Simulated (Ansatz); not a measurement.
## VO2 under changes of volume

One of the cells (10.308 Å³/atom); the others are scaled copies at fixed shape and fractional positions:

```xyz
6
Lattice="4.5072 0.0000 0.0000 0.0000 4.5072 0.0000 0.0000 0.0000 3.0444" Properties=species:S:1:pos:R:3 pbc="T T T"
V     2.2536    2.2536    1.5222
V     0.0000    0.0000    0.0000
O     0.9031    3.6041    1.5222
O     3.6041    0.9031    1.5222
O     3.1567    3.1567    0.0000
O     1.3505    1.3505    0.0000
```

The cell is a database's computed one.

```yaml
Program: Ansatz 0.2.0
Functional: RPBE
Potentials_or_basis: Ansatz PAW
Cutoff: "420 eV (not typed: the program's choice for these potentials)"
k_mesh: 6 × 6 × 9
Occupations: fermi-dirac, width 0.05 eV
Spin: collinear spin, ferromagnetic start
Starting_moments: "[2.0, 2.0, 0.0, 0.0, 0.0, 0.0] μB"
```

| volume (Å³/atom) | energy over the lowest point (meV/atom) | pressure (GPa) | largest force (eV/Å) |
| --- | --- | --- | --- |
| 9.689 | 14.56 | 11.2 | 0.206 |
| 9.896 | ? | ? | ? |
| 10.102 | 0.00 | 0.8 | 0.217 |
| 10.308 | 2.01 | -3.6 | 0.221 |
| 10.514 | 9.32 | -7.5 | 0.226 |
| 10.720 | 21.36 | -11.0 | 0.229 |
| 10.926 | 37.65 | -14.1 | 0.232 |

Problem. What does the run at 9.896 Å³/atom give?

Solution. Energy over the lowest point 3.92 meV/atom; pressure 5.7 GPa; largest force 0.212 eV/Å.

Worked out: A Birch-Murnaghan fit of order 3 (a polynomial in V^(-2/3)) to the other rows has its minimum at 10.13 Å³/atom with B0 = V·E''(V) = 223 GPa and B' = 4.5 at fixed shape and positions, which overstates the stiffness. It gives 3.93 meV/atom at 9.896 Å³/atom, against the run's 3.92, and -dE/dV = 5.5 GPa, against 5.7.

Energies are extrapolated to zero smearing.

Caveats: the PAW data sets come from PBE, with cores solved anew for the run's functional, which leaves a small shift of forces and pressure.
